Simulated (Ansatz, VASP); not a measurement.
One calculation of Si, two programs

```
CELL_PARAMETERS angstrom
0.00000 2.82216 2.82216
2.82216 0.00000 2.82216
2.82216 2.82216 0.00000
ATOMIC_POSITIONS crystal
Si 0.50000 0.50000 0.50000
Si 0.75000 0.75000 0.75000
```

Alike in both runs: task single point; functional PBEsol; k mesh 9 × 9 × 9; occupations fermi-dirac, width 0.05 eV; no spin polarisation.

```csv
,VASP,Ansatz
version,VASP 6.6.1,Ansatz 0.2.0
potentials or method,"VASP PAW PBE potentials, release 64 (Si)","plane waves (420 eV) with PAW, scalar-relativistic"
plane-wave cutoff (eV),520,420
valence electrons in the cell,8,8
```

|  | VASP | Ansatz | Ansatz less VASP |
| --- | --- | --- | --- |
| pressure (GPa) | -8.3 | -8.4 | -0.07 |

Ansatz warned: «pseudo_functional_mismatch».

Caveats: the PAW data sets were made with another functional, which shifts forces and pressure a little (VASP). A k mesh can miss the band edges.
